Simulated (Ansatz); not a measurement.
BaTe: response to strain

Base system: BaTe in the rock salt structure (space group Fm-3m, No. 225; a = 6.9414 Å). Axes: x, y, z lie along the cube axes.

Strains are applied to the cell and any free atomic positions relax.

The values are results of Kohn–Sham DFT with the PBEsol functional, run in Ansatz (a quantum-chemistry and plane-wave program) with PAW and 420 eV plane waves, scalar-relativistic without spin-orbit coupling, not measurements.

Notes on the quantities. pressure: mean of the normal stresses, compression positive; energy relative to the base: free energy F.

| case | smallest direct gap | pressure | energy relative to the base |
|---|---|---|---|
| base | 1.82 eV | 0.00 GPa | 0 meV/atom |
| tensor shear ε_xy = +0.29 % | 1.81 eV | 0.00 GPa | 0.0 meV/atom |
| tensor shear ε_xy = +1.71 % | 1.74 eV | 0.00 GPa | +1.7 meV/atom |
| tensor shear ε_xy = +1.43 % | 1.75 eV | 0.00 GPa | +1.2 meV/atom |
| tensor shear ε_xy = +0.57 % | 1.79 eV | 0.00 GPa | +0.2 meV/atom |
| tensor shear ε_xy = +1.14 % | 1.77 eV | 0.00 GPa | +0.7 meV/atom |
| tensor shear ε_xy = +2.00 % | 1.73 eV | -0.01 GPa | +2.3 meV/atom |
| tensor shear ε_xy = +0.86 % | 1.78 eV | 0.00 GPa | +0.4 meV/atom |

With Te present, leaving out spin-orbit coupling can change the band edges. Stability against distortions was not tested.
